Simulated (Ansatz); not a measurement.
Input and command of a calculation in Ansatz (plane waves; scalar-relativistic PAW potentials unless the input names others):

```yaml
crystal:
  lattice:
    - [2.8707276426, 0.0, 0.0]
    - [0.0, 2.9239890447, 0.0]
    - [0.0, 0.0, 25.9730781036]
  atoms:
    - { symbol: "N", position: [0.0, 0.5, 0.295689528] }
    - { symbol: Ta, position: [0.5, 0.0, 0.3183298294] }
    - { symbol: "N", position: [0.0, 0.0, 0.3858068159] }
    - { symbol: Ta, position: [0.5, 0.5, 0.4178119591] }
    - { symbol: "N", position: [0.0, 0.5, 0.4833550538] }
    - { symbol: Ta, position: [0.5, 0.0, 0.5155942399] }
    - { symbol: "N", position: [0.0, 0.0, 0.5809621374] }
    - { symbol: Ta, position: [0.5, 0.5, 0.6136921734] }
    - { symbol: "N", position: [0.0, 0.5, 0.6778264193] }
    - { symbol: Ta, position: [0.5, 0.0, 0.7109318439] }
basis:
  ecutwfc: 420
  xc_grid: 4
kpoints:
  mp_grid: { grid: [12, 12, 1] }
hamiltonian:
  xc: pbesol
scf:
  occupations: { method: gaussian, width: 0.1 }
output:
  forces: true
  eigenvalues: true
efield:
  axis: 3
  dipole_correction: true
  ramp_width: 0.04
```

```bash
ansatz run input.yaml --threads 1 --pin off --max-ram 2560MiB --backend cpu --events-out ev --progress --plain --runs-dir out
```

Abridged log:
```
Pseudopotentials: kind: paw
Pseudopotential: N, paw, valence charge 5, recommended cutoff 420 eV (normal)
Pseudopotential: Ta, paw, valence charge 13, recommended cutoff 420 eV (normal)
Functional definition: PBEsol
Crystal: 10 atoms, lattice volume = 218.017 Å³
Basis set: ecut = 420 eV, 4235 PW (Γ), exchange–correlation on 80×80×720 points (64 copies of the dense FFT grid, shifted against one another)
Bands: 55, of which v1, the nominal top of the filled ones, is band 45 counted from 1 (44 counted from 0)
Symmetry: 4 space group operations
Space group: Pmm2 (ITA 25), of the structure as read, at distance tolerance 6.0e-5 Å
k-points: 49 of 144
Initial density: superposition of atomic densities (neutral atoms: chi_scale 0, normalization atom), corrected by the library's trained network
Initial wavefunctions: pseudopotential atomic-orbital guess
Functional: x = pbesol(κ = 0.804, μ = 0.12345679), c = pbesol(β = 0.046)
SCF iter   1: F=—  HF=-50935.768499 eV  |F-HF|=—  |Δ(HF+E_count)|=         —  Δρ=1.79e-2  dr2=2.06e1  ethr=1.77e-3  p=-0.101 e·Å  D=-8.41e-2 V/Å  ΔV_dip=2.18 eV  dr2_dipole=1.41e1  V_vac-E_F(+/−)=6.04/3.85 eV  ⟨swp⟩=8.3  Hψ=13503  notcnv=0  defer=1
efield: sawtooth ramp at fractional position 0.9833 (placed from the atoms, in the widest stretch of the axis that holds none; the zero of the levels goes with the place), width 0.0400; the density the first Hamiltonian is built on has a dipole p = -0.101 e·Å; the dipole correction subtracts the counter field D = -8.41e-2 V/Å, which shifts the + side's vacuum level by +2.18 eV against the − side's; the planar-averaged density in the ramp window peaks in size at 6.7e-5 e/Å³
SCF iter   2: F=—  HF=-50937.413801 eV  |F-HF|=—  |Δ(HF+E_count)|=    1.65e0  Δρ=4.21e-2  dr2=1.51e2  ethr=1.77e-3  p=0.061 e·Å  D=5.09e-2 V/Å  ΔV_dip=-1.32 eV  dr2_dipole=1.01e2  V_vac-E_F(+/−)=4.50/5.82 eV  ⟨swp⟩=5.4  Hψ=5349  notcnv=0  defer=159  recentre
SCF iter   3: F=—  HF=-50935.368404 eV  |F-HF|=—  |Δ(HF+E_count)|=    2.05e0  Δρ=1.08e-2  dr2=9.68e0  ethr=1.77e-3  p=-0.061 e·Å  D=-5.07e-2 V/Å  ΔV_dip=1.32 eV  dr2_dipole=6.72e0  V_vac-E_F(+/−)=5.66/4.34 eV  ⟨swp⟩=4.1  Hψ=5162  notcnv=0  defer=141
SCF iter   4: F=—  HF=-50935.123148 eV  |F-HF|=—  |Δ(HF+E_count)|=   2.45e-1  Δρ=5.41e-3  dr2=2.38e0  ethr=1.77e-3  p=-0.028 e·Å  D=-2.28e-2 V/Å  ΔV_dip=0.59 eV  dr2_dipole=1.72e0  V_vac-E_F(+/−)=5.47/4.87 eV  ⟨swp⟩=1.9  Hψ=3248  notcnv=0  defer=133
SCF iter   5: F=—  HF=-50935.063516 eV  |F-HF|=—  |Δ(HF+E_count)|=   5.96e-2  Δρ=2.64e-3  dr2=3.97e-1  ethr=1.77e-3  p=-0.009 e·Å  D=-7.58e-3 V/Å  ΔV_dip=0.20 eV  dr2_dipole=2.48e-1  V_vac-E_F(+/−)=5.44/5.24 eV  ⟨swp⟩=2.0  Hψ=2937  notcnv=0  defer=133
SCF iter   6: F=—  HF=-50935.061394 eV  |F-HF|=—  |Δ(HF+E_count)|=   2.12e-3  Δρ=3.26e-3  dr2=1.02e0  ethr=4.41e-4  p=0.001 e·Å  D=6.94e-4 V/Å  ΔV_dip=-0.02 eV  dr2_dipole=7.55e-1  V_vac-E_F(+/−)=5.38/5.40 eV  ⟨swp⟩=2.3  Hψ=4096  notcnv=0  defer=160  recentre
SCF iter   7: F=—  HF=-50935.056252 eV  |F-HF|=—  |Δ(HF+E_count)|=   5.14e-3  Δρ=2.08e-3  dr2=3.51e-1  ethr=4.41e-4  p=-0.011 e·Å  D=-9.41e-3 V/Å  ΔV_dip=0.24 eV  dr2_dipole=2.42e-1  V_vac-E_F(+/−)=5.47/5.23 eV  ⟨swp⟩=2.1  Hψ=2961  notcnv=0  defer=160
SCF iter   8: F=—  HF=-50935.052072 eV  |F-HF|=—  |Δ(HF+E_count)|=   4.18e-3  Δρ=1.19e-3  dr2=1.17e-1  ethr=3.90e-4  p=-0.010 e·Å  D=-8.49e-3 V/Å  ΔV_dip=0.22 eV  dr2_dipole=8.27e-2  V_vac-E_F(+/−)=5.47/5.25 eV  ⟨swp⟩=1.5  Hψ=3303  notcnv=0  defer=154
SCF iter   9: F=—  HF=-50935.050127 eV  |F-HF|=—  |Δ(HF+E_count)|=   1.94e-3  Δρ=3.20e-4  dr2=7.31e-3  ethr=1.29e-4  p=-0.008 e·Å  D=-7.05e-3 V/Å  ΔV_dip=0.18 eV  dr2_dipole=4.96e-3  V_vac-E_F(+/−)=5.47/5.29 eV  ⟨swp⟩=1.6  Hψ=2884  notcnv=0  defer=154
SCF iter  10: F=—  HF=-50935.050031 eV  |F-HF|=—  |Δ(HF+E_count)|=   9.58e-5  Δρ=1.06e-4  dr2=9.50e-4  ethr=8.12e-6  p=-0.008 e·Å  D=-6.90e-3 V/Å  ΔV_dip=0.18 eV  dr2_dipole=7.07e-4  V_vac-E_F(+/−)=5.48/5.30 eV  ⟨swp⟩=1.7  Hψ=2863  notcnv=0  defer=150
SCF iter  11: F=—  HF=-50935.050029 eV  |F-HF|=—  |Δ(HF+E_count)|=   2.69e-6  Δρ=5.96e-5  dr2=2.76e-4  ethr=1.06e-6  p=-0.009 e·Å  D=-7.16e-3 V/Å  ΔV_dip=0.19 eV  dr2_dipole=1.92e-4  V_vac-E_F(+/−)=5.48/5.30 eV  ⟨swp⟩=1.7  Hψ=2984  notcnv=0  defer=150
SCF iter  12: F=—  HF=-50935.050024 eV  |F-HF|=—  |Δ(HF+E_count)|=   4.70e-6  Δρ=1.37e-5  dr2=4.52e-6  ethr=3.06e-7  p=-0.009 e·Å  D=-7.25e-3 V/Å  ΔV_dip=0.19 eV  dr2_dipole=2.76e-6  V_vac-E_F(+/−)=5.49/5.30 eV  ⟨swp⟩=1.3  Hψ=2663  notcnv=0  defer=150
SCF iter  13: F=—  HF=-50935.049806 eV  |F-HF|=—  |Δ(HF+E_count)|=   2.18e-4  Δρ=5.71e-6  dr2=2.36e-7  ethr=5.02e-9  p=-0.009 e·Å  D=-7.26e-3 V/Å  ΔV_dip=0.19 eV  dr2_dipole=1.14e-7  V_vac-E_F(+/−)=5.49/5.30 eV  ⟨swp⟩=2.9  Hψ=4147  notcnv=0  defer=151
SCF iter  14: F=-50935.049806 eV  HF=-50935.049806 eV  |F-HF|=7.60e-8  |Δ(HF+E_count)|=   5.67e-8  Δρ=3.08e-6  dr2=6.34e-8  ethr=1.11e-10  p=-0.009 e·Å  D=-7.27e-3 V/Å  ΔV_dip=0.19 eV  dr2_dipole=4.44e-8  V_vac-E_F(+/−)=5.49/5.30 eV  ⟨swp⟩=21.5  Hψ=15666  notcnv=0
SCF 1 converged in 14 iterations: F = -50935.049806 eV  dr2 = 6.34e-8
SCF converged after 14 iterations
Free energy (F): -50935.049806 eV
Harris-Foulkes:  -50935.049806 eV  (|F-HF|=7.60e-8)
Internal energy: -50935.030435 eV  (E = F + TS)
E sigma→0 (E₀):  -50935.040120 eV
Entropy (-TS):   -0.019371 eV (-1.937 meV/atom)
Fermi energy:    7.071308 eV
Dipole field:    D = -0.006994 V/Å  (p = -0.008426 e·Å, saw-weighted, corrected)
Work function:   Φ+ = 5.4816 eV   Φ− = 5.3000 eV
Levels:          The Fermi level and band energies are counted from a zero that moves with the ramp; work functions are not
--- Forces (eV/Å), atoms counted from 1 ---
  atom   1  N      0.00000000     0.00000000     0.00038330
  atom   2  Ta     0.00000000     0.00000000    -0.00090831
  atom   3  N      0.00000000     0.00000000    -0.00065989
  atom   4  Ta     0.00000000     0.00000000     0.00141016
  atom   5  N      0.00000000     0.00000000    -0.00080357
  atom   6  Ta     0.00000000     0.00000000     0.00050573
  atom   7  N      0.00000000     0.00000000    -0.00005947
  atom   8  Ta     0.00000000     0.00000000    -0.00019014
  atom   9  N      0.00000000     0.00000000    -0.00009170
  atom  10  Ta     0.00000000     0.00000000     0.00033561
```

Apart from outputs, empty bands and the relaxation, which only the reference makes, the input differs from a reference run on usual settings in basis.xc_grid: not typed → 4. The reference, at the same geometry, ended its own course with largest force 0.001 eV/Å, no gap on the mesh. This run converged in 14 SCF iterations with an energy at zero smearing within 0.01 meV/atom of the reference's, largest force 0.001 eV/Å, no gap on the mesh.

It took 50 s on 1 thread of Intel(R) Xeon(R) Platinum 8375C CPU @ 2.90GHz (Ice Lake) (shared host), peak memory 0.83 GiB.